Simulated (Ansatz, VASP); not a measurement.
# Cs: VASP beside Ansatz

```
Cs
1.0
    -3.03254    3.03254    3.03254
     3.03254   -3.03254    3.03254
     3.03254    3.03254   -3.03254
Cs
1
Direct
  0.00000 0.00000 0.00000
```

Change from the starting cell: volume scaled by 1.01, crystal datasets.

Alike in both runs: task electric field gradients; functional LDA; k mesh 9 × 9 × 9; occupations fermi-dirac, width 0.05 eV; no spin polarisation.

|  | VASP | Ansatz |
| --- | --- | --- |
| version | VASP 6.6.1 | Ansatz 0.2.0 |
| potentials or method | VASP PAW LDA potentials, release 64 (Cs_sv), cutoff 520 eV | all-electron PAW with datasets made for the crystal, scalar-relativistic |

|  | VASP | Ansatz | Ansatz less VASP |
| --- | --- | --- | --- |
| pressure (GPa) | -0.3 | -0.3 | +0.01 |
| Vzz of the field gradient on the site that differs most (V/Å²) | 0.0 | 0.0 | 0.00 |

Ansatz ran all-electron here, so the differences hold the error of VASP's frozen core and of both bases. Ansatz warned: «gradients_without_spin_orbit».

Spin-orbit coupling is left out, which matters for the levels of Cs.
